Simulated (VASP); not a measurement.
# CdO (Fm-3m) in VASP: band structure with PBE

Aim: the band structure of CdO with PBE.

All numbers are computed with VASP 6.6.1; they aren't measurements. Logs are shortened: lines on timing, memory, paths and dates and some standing lists are left out, and cuts for length are marked.

## Step 1: The crystal as given

It takes space group Fm-3m (No. 225, cubic). Conventional cell: a = 4.778 Å, b = 4.778 Å, c = 4.778 Å, α = 90.00°, β = 90.00°, γ = 90.00°. Cd (site symmetry m-3m) is surrounded by 6 O at 2.39 Å. O (site symmetry m-3m) is surrounded by 6 Cd at 2.39 Å.

## Step 2: Band structure, PBE

Input file INCAR:

```
SYSTEM = CdO
PREC = Accurate ; ENCUT = 900
EDIFF = 1E-7 ; ISMEAR = 0
SIGMA = 0.02 ; LREAL = .FALSE.
LASPH = .TRUE. ; NELM = 100
ALGO = Normal ; ISIF = 2
LWAVE = .FALSE. ; LCHARG = .FALSE.
GGA = PE ; NBANDS = 16
```

Input file KPOINTS:

```
regular mesh
0
G
  12 12 12
  0 0 0
```

Input file POSCAR:

```
CdO                                     
1.0
    0.0000000000      2.3891683307      2.3891683307
    2.3891683307      0.0000000000      2.3891683307
    2.3891683307      2.3891683307      0.0000000000
  Cd              O             
     1     1
Direct
     0.0000000000000000    0.0000000000000000    0.0000000000000000
     0.5000000000000000    0.5000000000000000    0.5000000000000000
```

Input file KPOINTS_OPT:

```
path GXWKGLUWLK,UX
15
line-mode
reciprocal
 0.0000000000  0.0000000000  0.0000000000  G
 0.5000000000  0.0000000000  0.5000000000  X

 0.5000000000  0.0000000000  0.5000000000  X
 0.5000000000  0.2500000000  0.7500000000  W

 0.5000000000  0.2500000000  0.7500000000  W
 0.3750000000  0.3750000000  0.7500000000  K

 0.3750000000  0.3750000000  0.7500000000  K
 0.0000000000  0.0000000000  0.0000000000  G

 0.0000000000  0.0000000000  0.0000000000  G
 0.5000000000  0.5000000000  0.5000000000  L

 0.5000000000  0.5000000000  0.5000000000  L
 0.6250000000  0.2500000000  0.6250000000  U

 0.6250000000  0.2500000000  0.6250000000  U
 0.5000000000  0.2500000000  0.7500000000  W

 0.5000000000  0.2500000000  0.7500000000  W
 0.5000000000  0.5000000000  0.5000000000  L

 0.5000000000  0.5000000000  0.5000000000  L
 0.3750000000  0.3750000000  0.7500000000  K

 0.6250000000  0.2500000000  0.6250000000  U
 0.5000000000  0.0000000000  0.5000000000  X
```

Potentials or basis: VASP PAW PBE potentials, release 64 (Cd, O_h).

Run with:

```sh
cat potpaw_PBE.64/Cd/POTCAR potpaw_PBE.64/O_h/POTCAR > POTCAR
mpirun -np 1 vasp_std > vasp.out
```

OUTCAR:

```text
SYSTEM = CdO
   PREC = Accurate
   ENCUT = 900
   EDIFF = 1E-7
   ISMEAR = 0
   LREAL = .FALSE.
   LASPH = .TRUE.
   NELM = 100
   ISIF = 2
   GGA = PE

 ion  position               nearest neighbor table
   1  0.000  0.000  0.000-   2 2.39   2 2.39   2 2.39   2 2.39   2 2.39   2 2.39
   2  0.500  0.500  0.500-   1 2.39   1 2.39   1 2.39   1 2.39   1 2.39   1 2.39

  LATTYP: Found a face centered cubic cell.
 ALAT       =     4.7783366614

  Lattice vectors:

 A1 = (   0.0000000000,   2.3891683307,   2.3891683307)
 A2 = (   2.3891683307,   0.0000000000,   2.3891683307)
 A3 = (   2.3891683307,   2.3891683307,   0.0000000000)

Analysis of symmetry for initial positions (statically):
=====================================================================
 Subroutine PRICEL returns:
 Original cell was already a primitive cell.

 Routine SETGRP: Setting up the symmetry group for a
 face centered cubic supercell.

 Subroutine GETGRP returns: Found 48 space group operations
 (whereof 48 operations were pure point group operations)
 out of a pool of 48 trial point group operations.

The static configuration has the point symmetry O_h .

Analysis of symmetry for dynamics (positions and initial velocities):
=====================================================================
 Subroutine PRICEL returns:
 Original cell was already a primitive cell.

 Routine SETGRP: Setting up the symmetry group for a
 face centered cubic supercell.

 Subroutine GETGRP returns: Found 48 space group operations
 (whereof 48 operations were pure point group operations)
 out of a pool of 48 trial point group operations.

The dynamic configuration has the point symmetry O_h .

 Subroutine INISYM returns: Found 48 space group operations
 (whereof 48 operations are pure point group operations),
 and found     1 'primitive' translations

----------------------------------------------------------------------------------------

                                     Primitive cell

  volume of cell :      27.2753

  direct lattice vectors                    reciprocal lattice vectors
     0.000000000  2.389168331  2.389168331    -0.209277845  0.209277845  0.209277845
     2.389168331  0.000000000  2.389168331     0.209277845 -0.209277845  0.209277845
     2.389168331  2.389168331  0.000000000     0.209277845  0.209277845 -0.209277845

  length of vectors
     3.378794256  3.378794256  3.378794256     0.362479861  0.362479861  0.362479861

  position of ions in fractional coordinates (direct lattice)
     0.000000000  0.000000000  0.000000000
     0.500000000  0.500000000  0.500000000

  ion indices of the primitive-cell ions
   primitive index   ion index
                 1           1
                 2           2

----------------------------------------------------------------------------------------

 KPOINTS: regular mesh

Automatic generation of k-mesh.
 Grid dimensions read from file:
 generate k-points for:   12   12   12

 Generating k-lattice:

  Cartesian coordinates                     Fractional coordinates (reciprocal lattice)
    -0.017439820  0.017439820  0.017439820     0.083333333  0.000000000  0.000000000
     0.017439820 -0.017439820  0.017439820     0.000000000  0.083333333  0.000000000
     0.017439820  0.017439820 -0.017439820     0.000000000  0.000000000  0.083333333

  Length of vectors
     0.030206655  0.030206655  0.030206655

  Shift w.r.t. Gamma in fractional coordinates (k-lattice)
     0.000000000  0.000000000  0.000000000

 Subroutine IBZKPT returns following result:
 ===========================================

 Found     72 irreducible k-points:

 Following reciprocal coordinates:
            Coordinates               Weight
  0.000000  0.000000  0.000000      1.000000
  0.083333  0.000000  0.000000      8.000000
  0.166667  0.000000  0.000000      8.000000
  0.250000  0.000000  0.000000      8.000000
  0.333333  0.000000  0.000000      8.000000
  0.416667  0.000000  0.000000      8.000000
[... 16 lines left out ...]
  0.500000  0.166667  0.000000     24.000000
 -0.416667  0.166667  0.000000     24.000000
 [... further k-points ...]
   k-points           NKPTS =     72   k-points in BZ     NKDIM =     72   number of bands    NBANDS=     16
   number of dos      NEDOS =    301   number of ions     NIONS =      2
   total plane-waves  NPLWV =  46656
   dimension x,y,z NGX =    36 NGY =   36 NGZ =   36
   dimension x,y,z NGXF=    72 NGYF=   72 NGZF=   72
   ions per type =               1   1
   NGX,Y,Z   is equivalent  to a cutoff of  17.71, 17.71, 17.71 a.u.
   NGXF,Y,Z  is equivalent  to a cutoff of  35.43, 35.43, 35.43 a.u.
 SYSTEM =  CdO
   PREC   = accura    normal or accurate (medium, high low for compatibility)
   ISTART =      0    job   : 0-new  1-cont  2-samecut
   ICHARG =      2    charge: 1-file 2-atom 10-const
   ISPIN  =      1    spin polarized calculation?
   LNONCOLLINEAR =      F non collinear calculations
   LSORBIT =      F    spin-orbit coupling
   LASPH  =      T    aspherical Exc in radial PAW
   ENCUT  =  900.0 eV  66.15 Ry    8.13 a.u.   8.26  8.26  8.26*2*pi/ulx,y,z
   NELM   =    100;   NELMIN=  2; NELMDL= -5     # of ELM steps
   EDIFF  = 0.1E-06   stopping-criterion for ELM
   LREAL  =      F    real-space projection
   EDIFFG = 0.1E-05   stopping-criterion for IOM
   NSW    =      0    number of steps for IOM
   IBRION =     -1    ionic relax: 0-MD 1-quasi-New 2-CG
   NFREE  =      0    steps in history (QN), initial steepest desc. (CG)
   ISIF   =      2    stress and relaxation
   ISYM   =      2    0-nonsym 1-usesym 2-fastsym
   POTIM  = 0.5000    time-step for ionic-motion
   TEBEG  =    0.0;   TEEND  =   0.0 temperature during run
   PSTRESS=    0.0 pullay stress
   NELECT =      18.0000    total number of electrons
   NUPDOWN=      -1.0000    fix difference up-down
   EMIN   =  10.00;   EMAX   =-10.00  energy-range for DOS
   EFERMI =   0.00;   METHOD = LEGACY
   ISMEAR =     0;   SIGMA  =   0.02  broadening in eV -4-tet -1-fermi 0-gaus
   EFERMI_NEDOS =   21; number of points for ismear=-14 and -15
   IALGO  =     38    algorithm
   IMIX   =      4    mixing-type and parameters
     AMIX     =   0.40;   BMIX     =  1.00
     AMIX_MAG =   1.60;   BMIX_MAG =  1.00
  volume/ion in A,a.u.               =      13.64        92.03
  Fermi-wavevector in a.u.,A,eV,Ry     =   1.425309  2.693443 27.640300  2.031505
  Thomas-Fermi vector in A             =   2.545707
   LORBIT       =      0    0 simple, 1 ext, 2 COOP (PROOUT), +10 PAW based schemes
   GGA     = PE    functional components
   LHFCALC =     F    Hartree Fock is set to
   AEXX    =    0.0000 exact exchange contribution
   IVDW    =     0    specifies the selected vdW correction
   LEPSILON=     F    determine dielectric tensor
   LRPA    =     F    only Hartree local field effects (RPA)
 non-spin polarized calculation
 Gauss-broadening in eV      SIGMA  =   0.02
  energy-cutoff  :      900.00
  volume of cell :       27.28
 maximum number of plane-waves:      1700
 NGX is ok and might be reduce to    36
   NGX = 17   NGY = 17   NGZ = 17

 number of electron      18.0000000 magnetization

 Free energy of the ion-electron system (eV)
  ---------------------------------------------------
  ext. energy  EPLUGINS =         0.00000000
  ---------------------------------------------------
  free energy    TOTEN  =        -7.73436438 eV

  energy without entropy =       -7.73433613  energy(sigma->0) =       -7.73435025

 E-fermi :   1.8756     XC(G=0): -11.4206

 val. band max:        1.8590092713   @ k =   0.5000   0.0000   0.0000
 cond. band min:       2.1805764706   @ k =   0.0833   0.0000   0.0000
 fundamental gap:      0.3215671992
 Fermi energy:         1.8756099390

 k-point     1 :       0.0000    0.0000    0.0000
  band No.  band energies     occupation
      1     -15.1504      2.00000
      2      -4.7645      2.00000
      3      -4.7645      2.00000
      4      -4.7645      2.00000
      5      -4.4897      2.00000
      6      -4.4897      2.00000
[... 8 lines left out ...]
     15      19.3419      0.00000
     16      19.3419      0.00000

 k-point     2 :       0.0833    0.0000    0.0000
  band No.  band energies     occupation
      1     -15.1075      2.00000
      2      -4.7866      2.00000
      3      -4.7510      2.00000
      4      -4.7510      2.00000
      5      -4.5314      2.00000
      6      -4.5314      2.00000
[... 8 lines left out ...]
     15      19.6895      0.00000
     16      19.6895      0.00000

 k-point     3 :       0.1667    0.0000    0.0000
  band No.  band energies     occupation
      1     -14.9878      2.00000
      2      -4.8665      2.00000
      3      -4.7835      2.00000
      4      -4.7835      2.00000
      5      -4.5676      2.00000
      6      -4.5676      2.00000
[... 8 lines left out ...]
     15      20.2245      0.00000
     16      20.2245      0.00000

 k-point     4 :       0.2500    0.0000    0.0000
  band No.  band energies     occupation
      1     -14.8178      2.00000
      2      -5.0277      2.00000
      3      -4.9377      2.00000
      4      -4.9377      2.00000
      5      -4.4903      2.00000
      6      -4.4903      2.00000
[... 8 lines left out ...]
     15      20.9242      0.00000
     16      20.9242      0.00000
[... 324 lines left out ...]
 k-point    22 :       0.4167    0.1667    0.0000
  band No.  band energies     occupation
      1     -14.5719      2.00000
      2      -5.1944      2.00000
      3      -5.0765      2.00000
      4      -4.9211      2.00000
      5      -4.4289      2.00000
      6      -4.2581      2.00000
[... 8 lines left out ...]
     15      22.6723      0.00000
     16      24.0950      0.00000

 k-point    23 :       0.5000    0.1667    0.0000
  band No.  band energies     occupation
      1     -14.4828      2.00000
      2      -5.2893      2.00000
      3      -5.0924      2.00000
      4      -5.0542      2.00000
      5      -4.3411      2.00000
      6      -4.2484      2.00000
[... 8 lines left out ...]
     15      22.4435      0.00000
     16      23.4654      0.00000

 k-point    24 :      -0.4167    0.1667    0.0000
  band No.  band energies     occupation
      1     -14.4642      2.00000
      2      -5.3453      2.00000
      3      -5.1340      2.00000
      4      -5.0464      2.00000
      5      -4.2974      2.00000
      6      -4.2747      2.00000
[... 8 lines left out ...]
     15      21.8631      0.00000
     16      22.2873      0.00000

 [... further k-points ...]

------------------------ aborting loop because EDIFF is reached ----------------------------------------

  FORCE on cell =-STRESS in cart. coord.  units (eV):
  Direction    XX          YY          ZZ          XY          YZ          ZX
  --------------------------------------------------------------------------------------
  -------------------------------------------------------------------------------------
  Total        0.0034013      0.0034013      0.0034013      0.0000000     -0.0000000      0.0000000
  in kB        0.1997964      0.1997964      0.1997964      0.0000000     -0.0000000      0.0000000
  external PRESSURE =       0.1997964 kB  Pullay stress =       0.0000000 kB

 VOLUME and BASIS-vectors are now :
 -----------------------------------------------------------------------------
  energy-cutoff  :      900.00
  volume of cell :       27.28
      direct lattice vectors                 reciprocal lattice vectors
     0.000000000  2.389168331  2.389168331    -0.209277845  0.209277845  0.209277845
     2.389168331  0.000000000  2.389168331     0.209277845 -0.209277845  0.209277845
     2.389168331  2.389168331  0.000000000     0.209277845  0.209277845 -0.209277845

 POSITION                                       TOTAL-FORCE (eV/Angst)
 -----------------------------------------------------------------------------------
      0.00000      0.00000      0.00000        -0.000000      0.000000     -0.000000
      2.38917      2.38917      2.38917         0.000000      0.000000      0.000000
 -----------------------------------------------------------------------------------
    total drift:                                0.000000      0.000000      0.000000

  FREE ENERGIE OF THE ION-ELECTRON SYSTEM (eV)
  ---------------------------------------------------
  free  energy   TOTEN  =        -7.7343643811 eV

  energy  without entropy=       -7.7343361262  energy(sigma->0) =       -7.73435025
```

It took 57 s on 1 thread of Intel Xeon 6975P-C (Granite Rapids), shared host; peak memory 0.25 GiB.

Results:

- Free energy: -7.7344 eV
- Pressure: 0.0 GPa
- Band gap along the path: none (metal or under the smearing width)

Levels at the corners of the path, in eV from the Fermi level:
```
point  band 6  band 7  band 8  band 9  band 10  band 11  band 12  band 13
    Γ   -6.37   -1.16   -1.16   -1.16    -0.54    14.90    16.67    16.67
    X   -5.78   -3.99   -2.08   -2.08     3.66     8.33    11.03    12.92
    X   -5.78   -3.99   -2.08   -2.08     3.66     8.33    11.03    12.92
    W   -5.86   -2.78   -2.78   -1.78     5.69     8.74     8.74    10.39
    W   -5.86   -2.78   -2.78   -1.78     5.69     8.74     8.74    10.39
    K   -6.01   -3.17   -2.71   -1.16     5.16     8.41     8.45    12.54
    K   -6.01   -3.17   -2.71   -1.16     5.16     8.41     8.45    12.54
    Γ   -6.37   -1.16   -1.16   -1.16    -0.54    14.90    16.67    16.67
    Γ   -6.37   -1.16   -1.16   -1.16    -0.54    14.90    16.67    16.67
    L   -6.15   -3.70   -0.02   -0.02     4.40     6.95    11.68    11.68
    L   -6.15   -3.70   -0.02   -0.02     4.40     6.95    11.68    11.68
    U   -6.01   -3.17   -2.71   -1.16     5.16     8.41     8.45    12.54
    U   -6.01   -3.17   -2.71   -1.16     5.16     8.41     8.45    12.54
    W   -5.86   -2.78   -2.78   -1.78     5.69     8.74     8.74    10.39
    W   -5.86   -2.78   -2.78   -1.78     5.69     8.74     8.74    10.39
    L   -6.15   -3.70   -0.02   -0.02     4.40     6.95    11.68    11.68
    L   -6.15   -3.70   -0.02   -0.02     4.40     6.95    11.68    11.68
    K   -6.01   -3.17   -2.71   -1.16     5.16     8.41     8.45    12.54
    U   -6.01   -3.17   -2.71   -1.16     5.16     8.41     8.45    12.54
    X   -5.78   -3.99   -2.08   -2.08     3.66     8.33    11.03    12.92
```

Caveat: the cutoff is under 1.25 times the usual one of these potentials, so pressure, stress and relaxed cells hold a basis-set (Pulay) error; this crystal is a semiconductor, whose small gap the functional closes, so the metal is an error of the method.
